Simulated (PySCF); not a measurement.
**How good is the calculation?**

Molfile (atoms numbered from 1):
```
C6H15N
     RDKit          3D

 22 21  0  0  0  0  0  0  0  0999 V2000
   -1.9712   -1.5966    0.0919 C   0  0  0  0  0  0  0  0  0  0  0  0
   -0.8718   -0.9698    0.9608 C   0  0  0  0  0  0  0  0  0  0  0  0
   -0.0249    0.0006    0.3024 N   0  0  0  0  0  0  0  0  0  0  0  0
   -0.7169    1.1736   -0.1903 C   0  0  0  0  0  0  0  0  0  0  0  0
    0.2029    2.3917   -0.2100 C   0  0  0  0  0  0  0  0  0  0  0  0
    0.9463   -0.5658   -0.6199 C   0  0  0  0  0  0  0  0  0  0  0  0
    2.3628   -0.4528   -0.0562 C   0  0  0  0  0  0  0  0  0  0  0  0
   -2.6767   -0.8389   -0.2402 H   0  0  0  0  0  0  0  0  0  0  0  0
   -1.5450   -2.0781   -0.7857 H   0  0  0  0  0  0  0  0  0  0  0  0
   -2.5128   -2.3438    0.6662 H   0  0  0  0  0  0  0  0  0  0  0  0
   -0.2226   -1.7596    1.3482 H   0  0  0  0  0  0  0  0  0  0  0  0
   -1.3374   -0.4747    1.8192 H   0  0  0  0  0  0  0  0  0  0  0  0
   -1.1333    1.0210   -1.2022 H   0  0  0  0  0  0  0  0  0  0  0  0
   -1.5494    1.3774    0.4876 H   0  0  0  0  0  0  0  0  0  0  0  0
   -0.3616    3.2781   -0.4900 H   0  0  0  0  0  0  0  0  0  0  0  0
    0.6323    2.5442    0.7764 H   0  0  0  0  0  0  0  0  0  0  0  0
    1.0116    2.2592   -0.9236 H   0  0  0  0  0  0  0  0  0  0  0  0
    0.8982   -0.0483   -1.5840 H   0  0  0  0  0  0  0  0  0  0  0  0
    0.7271   -1.6226   -0.8090 H   0  0  0  0  0  0  0  0  0  0  0  0
    3.0795   -0.9021   -0.7403 H   0  0  0  0  0  0  0  0  0  0  0  0
    2.4247   -0.9628    0.9015 H   0  0  0  0  0  0  0  0  0  0  0  0
    2.6276    0.5894    0.0957 H   0  0  0  0  0  0  0  0  0  0  0  0
  1  2  1  0
  2  3  1  0
  3  4  1  0
  4  5  1  0
  3  6  1  0
  6  7  1  0
  1  8  1  0
  1  9  1  0
  1 10  1  0
  2 11  1  0
  2 12  1  0
  4 13  1  0
  4 14  1  0
  5 15  1  0
  5 16  1  0
  5 17  1  0
  6 18  1  0
  6 19  1  0
  7 20  1  0
  7 21  1  0
  7 22  1  0
M  END
```

Measured values that the calculation should reproduce: δ ¹³C C2/C4/C6 47.0; C1/C5/C7 11.1; δ ¹H H11/H12/H13/H14/H18/H19 2.58; H8/H9/H10/H15/H16/H17/H20/H21/H22 1.05 ppm (measured; solution, CD3OD, 298 K; Fulmer et al., Organometallics 2010, 29, 2176).
δ ¹³C C2/C4/C6 46.2; C1/C5/C7 11.6; δ ¹H H11/H12/H13/H14/H18/H19 2.53; H8/H9/H10/H15/H16/H17/H20/H21/H22 1.03 ppm (measured; solution, CDCl3, 298 K; Fulmer et al., Organometallics 2010, 29, 2176).
δ ¹³C C2/C4/C6 46.4; C1/C5/C7 11.9 ppm (measured; solution, C6D5Cl, 298 K; Fulmer et al., Organometallics 2010, 29, 2176).
δ ¹³C C2/C4/C6 45.7; C1/C5/C7 11.7; δ ¹H H11/H12/H13/H14/H18/H19 2.43; H8/H9/H10/H15/H16/H17/H20/H21/H22 0.93 ppm (measured; solution, DMSO-d6, 298 K; Fulmer et al., Organometallics 2010, 29, 2176).
δ ¹³C C2/C4/C6 46.8; C1/C5/C7 12.4 ppm (measured; solution, toluene-d8, 298 K; Fulmer et al., Organometallics 2010, 29, 2176).
δ ¹³C C2/C4/C6 47.1; C1/C5/C7 12.5; δ ¹H H11/H12/H13/H14/H18/H19 2.45; H8/H9/H10/H15/H16/H17/H20/H21/H22 0.96 ppm (measured; solution, acetone-d6, 298 K; Fulmer et al., Organometallics 2010, 29, 2176).

How the numbers were obtained: GFN2-xTB structure, shielding tensors at PBE0/pcSseg-1 (GIAO), in PySCF 2.14.0 with density-fitted response routines (relativity neglected, one computed conformer, in vacuum, one averaged value for each set of equivalent atoms).

(1) How close does the calculation come?

(2) How far are the unscaled ¹³C shifts from the references?

(3) How far are the unscaled ¹H shifts from the references?

Results:

(1) 
Reference values: measured (solution, CD3OD, 298 K; Fulmer et al., Organometallics 2010, 29, 2176).
| atoms | quantity | reference | computed | computed, scaled |
| --- | --- | --- | --- | --- |
| C2/C4/C6 | δ ¹³C | 47.0 | 52.5 | 49.0 |
| C1/C5/C7 | δ ¹³C | 11.1 | 16.5 | 13.9 |
| H11/H12/H13/H14/H18/H19 | δ ¹H | 2.58 | 2.62 | 2.56 |
| H8/H9/H10/H15/H16/H17/H20/H21/H22 | δ ¹H | 1.05 | 1.00 | 1.03 |

Reference values: measured (solution, CDCl3, 298 K; Fulmer et al., Organometallics 2010, 29, 2176).
| atoms | quantity | reference | computed | computed, scaled |
| --- | --- | --- | --- | --- |
| C2/C4/C6 | δ ¹³C | 46.2 | 52.5 | 49.0 |
| C1/C5/C7 | δ ¹³C | 11.6 | 16.5 | 13.9 |
| H11/H12/H13/H14/H18/H19 | δ ¹H | 2.53 | 2.62 | 2.56 |
| H8/H9/H10/H15/H16/H17/H20/H21/H22 | δ ¹H | 1.03 | 1.00 | 1.03 |

Reference values: measured (solution, C6D5Cl, 298 K; Fulmer et al., Organometallics 2010, 29, 2176).
```csv
atoms,quantity,reference,computed,"computed, scaled"
C2/C4/C6,δ ¹³C,46.4,52.5,49.0
C1/C5/C7,δ ¹³C,11.9,16.5,13.9
```

Reference values: measured (solution, DMSO-d6, 298 K; Fulmer et al., Organometallics 2010, 29, 2176).
| atoms | quantity | reference | computed | computed, scaled |
| --- | --- | --- | --- | --- |
| C2/C4/C6 | δ ¹³C | 45.7 | 52.5 | 49.0 |
| C1/C5/C7 | δ ¹³C | 11.7 | 16.5 | 13.9 |
| H11/H12/H13/H14/H18/H19 | δ ¹H | 2.43 | 2.62 | 2.56 |
| H8/H9/H10/H15/H16/H17/H20/H21/H22 | δ ¹H | 0.93 | 1.00 | 1.03 |

Reference values: measured (solution, toluene-d8, 298 K; Fulmer et al., Organometallics 2010, 29, 2176).
```tsv
atoms	quantity	reference	computed	computed, scaled
C2/C4/C6	δ ¹³C	46.8	52.5	49.0
C1/C5/C7	δ ¹³C	12.4	16.5	13.9
```

Reference values: measured (solution, acetone-d6, 298 K; Fulmer et al., Organometallics 2010, 29, 2176).
| atoms | quantity | reference | computed | computed, scaled |
| --- | --- | --- | --- | --- |
| C2/C4/C6 | δ ¹³C | 47.1 | 52.5 | 49.0 |
| C1/C5/C7 | δ ¹³C | 12.5 | 16.5 | 13.9 |
| H11/H12/H13/H14/H18/H19 | δ ¹H | 2.45 | 2.62 | 2.56 |
| H8/H9/H10/H15/H16/H17/H20/H21/H22 | δ ¹H | 0.96 | 1.00 | 1.03 |

Computed shifts are σ(ref) − σ with the named reference compound (TMS for H and C) calculated as an isolated molecule at the same level. The measured values may be among those fitted. Expected solution values come from regression of measured δ (H and C: mostly CDCl3, vs TMS) on computed σ: ¹H: δ = 30.01 − 0.943σ (rms 0.17 ppm, 504 shifts, 0.18 ppm with the 4 outliers that the fit left out); ¹³C: δ = 179.97 − 0.974σ (rms 2.1 ppm, 958 shifts, 2.3 ppm with the 13 outliers that the fit left out). A few per cent of atoms miss by over 2 rms, more outside the fitted compound classes.

(2) Mean signed difference +5.30 ppm, mean absolute 5.30 ppm over 12 comparisons; the largest is +6.8 ppm at C2/C4/C6 (sp3 CH2 bonded to N).

(3) Mean signed difference +0.07 ppm, mean absolute 0.09 ppm over 8 comparisons; the largest is +0.19 ppm at H11/H12/H13/H14/H18/H19 (hydrogen on an sp3 CH2 bonded to N).

20 of the 40 published NMR values on file for this molecule are compared. The rest: values from further sources, protons in aromatic solvents.

The carbons averaged at δ 16.5 differ by 12 ppm in this conformer.
